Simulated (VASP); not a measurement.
Computed with r2SCAN meta-GGA, VASP's PBE PAW potentials (set 64) (plane waves; VASP 6.6.1).

The input files of a VASP run:

### INCAR
```
ALGO  =  Normal
EDIFF  =  1E-8
EDIFFG  =  -0.001
ENCUT  =  520
IBRION  =  1
ISIF  =  2
ISMEAR  =  0
LASPH  =  T
LCHARG  =  F
LMAXMIX  =  4
LMIXTAU  =  T
LREAL  =  F
LWAVE  =  F
METAGGA  =  R2SCAN
NELM  =  100
NSW  =  30
PREC  =  Accurate
SIGMA  =  0.05
SYSTEM  =  InN
```

POSCAR:
```
InN
1
    1.7754082959    -3.0750974440     0.0000000000
    1.7754082959     3.0750974440     0.0000000000
    0.0000000000     0.0000000000     5.7282095649
In N
2 2
Direct
  0.6666670000   0.3333330000   0.4998374121
  0.3333330000   0.6666670000   0.9998374121
  0.6666670000   0.3333330000   0.8791625879
  0.3333330000   0.6666670000   0.3791625879
```

### KPOINTS
```
Automatic
0
gamma
 7 7 4
0 0 0
```

POTCAR, in this order: In_d N (PBE.64 set). Program: vasp_std.

What VASP printed:

**OUTCAR**
```
 ion  position               nearest neighbor table
   1  0.667  0.333  0.500-   4 2.16   4 2.16   4 2.16   3 2.17   2 3.52   2 3.52   2 3.52   2 3.52
                             2 3.52   2 3.52
   2  0.333  0.667  1.000-   3 2.16   3 2.16   3 2.16   4 2.17   1 3.52   1 3.52   1 3.52   1 3.52
                             1 3.52   1 3.52
   3  0.667  0.333  0.879-   2 2.16   2 2.16   2 2.16   1 2.17
   4  0.333  0.667  0.379-   1 2.16   1 2.16   1 2.16   2 2.17
  LATTYP: Found a hexagonal cell.
 ALAT       =     3.5508166536
 C/A-ratio  =     1.6132090513
 Subroutine PRICEL returns:
 Original cell was already a primitive cell.
 Subroutine GETGRP returns: Found 12 space group operations
The static configuration has the point symmetry C_3v.
 The point group associated with its full space group is C_6v.
The dynamic configuration has the point symmetry C_3v.
 Subroutine INISYM returns: Found 12 space group operations
 Subroutine IBZKPT returns following result:
 Found     24 irreducible k-points:

 Following reciprocal coordinates:
            Coordinates               Weight
  0.000000  0.000000  0.000000      1.000000
  0.142857  0.000000  0.000000      6.000000
  0.285714  0.000000  0.000000      6.000000
...
```

OSZICAR:
```
       N       E                     dE             d eps       ncg     rms          rms(c)
DAV:   1     0.307838892345E+03    0.30784E+03   -0.18844E+04  1056   0.233E+03
DAV:   2    -0.289157182907E+02   -0.33675E+03   -0.32942E+03  1116   0.493E+02
DAV:   3    -0.749832633325E+02   -0.46068E+02   -0.45407E+02  1438   0.191E+02
DAV:   4    -0.764193927600E+02   -0.14361E+01   -0.14321E+01  1308   0.365E+01
DAV:   5    -0.764666326846E+02   -0.47240E-01   -0.47235E-01  1380   0.615E+00    0.159E+01
DAV:   6    -0.656381223521E+02    0.10829E+02   -0.18102E+01  1722   0.797E+01    0.123E+01
DAV:   7    -0.632110140274E+02    0.24271E+01   -0.22712E+00  1080   0.140E+01    0.334E+00
DAV:   8    -0.637372221523E+02   -0.52621E+00   -0.63689E-01  1306   0.810E+00    0.250E+00
DAV:   9    -0.634702371222E+02    0.26699E+00   -0.53906E-01  1260   0.815E+00    0.820E-01
DAV:  10    -0.638633232395E+02   -0.39309E+00   -0.32575E-01  1096   0.611E+00    0.277E-01
DAV:  11    -0.638754028755E+02   -0.12080E-01   -0.13695E-02  1340   0.114E+00    0.289E-01
DAV:  12    -0.638766879251E+02   -0.12850E-02   -0.91913E-03  1404   0.170E+00    0.120E-01
DAV:  13    -0.638798142193E+02   -0.31263E-02   -0.54465E-03  1440   0.154E+00    0.525E-02
DAV:  14    -0.638801096266E+02   -0.29541E-03   -0.56654E-04  1296   0.256E-01    0.344E-02
DAV:  15    -0.638803026238E+02   -0.19300E-03   -0.16633E-04  1402   0.151E-01    0.392E-02
DAV:  16    -0.638803067549E+02   -0.41311E-05   -0.74574E-05  1528   0.811E-02    0.283E-02
DAV:  17    -0.638802879953E+02    0.18760E-04   -0.61114E-06  1202   0.261E-02    0.154E-02
DAV:  18    -0.638803154915E+02   -0.27496E-04   -0.62923E-06  1068   0.218E-02    0.728E-03
DAV:  19    -0.638803305312E+02   -0.15040E-04   -0.64047E-06  1056   0.241E-02    0.185E-03
DAV:  20    -0.638803310250E+02   -0.49379E-06   -0.34228E-07  1564   0.568E-03    0.539E-04
DAV:  21    -0.638803310280E+02   -0.29891E-08   -0.19322E-08   858   0.123E-03
   1 F= -.63880331E+02 E0= -.63880216E+02  d E =-.638803E+02
       N       E                     dE             d eps       ncg     rms          rms(c)
DAV:   1    -0.638803306984E+02    0.32665E-06   -0.18364E-04  1056   0.988E-02    0.547E-03
DAV:   2    -0.638803316623E+02   -0.96395E-06   -0.64232E-06  1326   0.239E-02    0.109E-03
DAV:   3    -0.638803314793E+02    0.18307E-06   -0.35085E-07  1312   0.567E-03    0.117E-03
DAV:   4    -0.638803315462E+02   -0.66972E-07   -0.30932E-08   918   0.168E-03    0.959E-04
DAV:   5    -0.638803314467E+02    0.99530E-07   -0.10909E-08   678   0.122E-03    0.315E-04
DAV:   6    -0.638803315739E+02   -0.12720E-06   -0.13361E-08   672   0.121E-03    0.952E-05
DAV:   7    -0.638803315245E+02    0.49369E-07   -0.21674E-09   528   0.681E-04    0.739E-05
DAV:   8    -0.638803315329E+02   -0.83455E-08   -0.63517E-10   528   0.376E-04
   2 F= -.63880332E+02 E0= -.63880217E+02  d E =-.504859E-06
```

File OUTCAR:
```
------------------------ aborting loop because EDIFF is reached ----------------------------------------
  FORCE on cell =-STRESS in cart. coord.  units (eV):
  Direction    XX          YY          ZZ          XY          YZ          ZX
  --------------------------------------------------------------------------------------
  Total        0.0088228      0.0088228      0.0005868      0.0000000      0.0000000      0.0000000
  in kB        0.2260022      0.2260023      0.0150313      0.0000000      0.0000000      0.0000000
  external PRESSURE =       0.1556786 kB  Pullay stress =       0.0000000 kB
  volume of cell :       62.55
      direct lattice vectors                 reciprocal lattice vectors
     1.775408296 -3.075097444  0.000000000     0.281625360 -0.162596473  0.000000000
     1.775408296  3.075097444  0.000000000     0.281625360  0.162596473  0.000000000
     0.000000000  0.000000000  5.728209565     0.000000000  0.000000000  0.174574619
 POSITION                                       TOTAL-FORCE (eV/Angst)
 -----------------------------------------------------------------------------------
      1.77541     -1.02503      2.86308         0.000000      0.000000     -0.000267
      1.77541      1.02503      5.72718         0.000000      0.000000     -0.000267
      1.77541     -1.02503      5.03613        -0.000000     -0.000000      0.000267
      1.77541      1.02503      2.17202        -0.000000     -0.000000      0.000267
 -----------------------------------------------------------------------------------
    total drift:                               -0.000000      0.001480     -0.002927
  FREE ENERGIE OF THE ION-ELECTRON SYSTEM (eV)
  ---------------------------------------------------
  free  energy   TOTEN  =       -63.8803315329 eV

  energy  without entropy=      -63.8801019468  energy(sigma->0) =      -63.88021674

 reached required accuracy - stopping structural energy minimisation
```
(Selected blocks of OUTCAR.)

**CONTCAR**
```
InN
   1.00000000000000
     1.7754082958999999   -3.0750974439999998    0.0000000000000000
     1.7754082958999999    3.0750974439999998    0.0000000000000000
     0.0000000000000000    0.0000000000000000    5.7282095649000002
  In              N
     2     2
Direct
     0.6666669999999968    0.3333330000000032    0.4998202891880349
     0.3333330000000032    0.6666669999999968    0.9998202891880349
     0.6666669999999968    0.3333330000000032    0.8791797108119629
     0.3333330000000032    0.6666669999999968    0.3791797108119628
```

The compound is InN in the wurtzite structure. This run relaxes the ions in a fixed cell. Symmetry was kept, so distortions that lower it aren't found. The start is the result of an earlier pass.
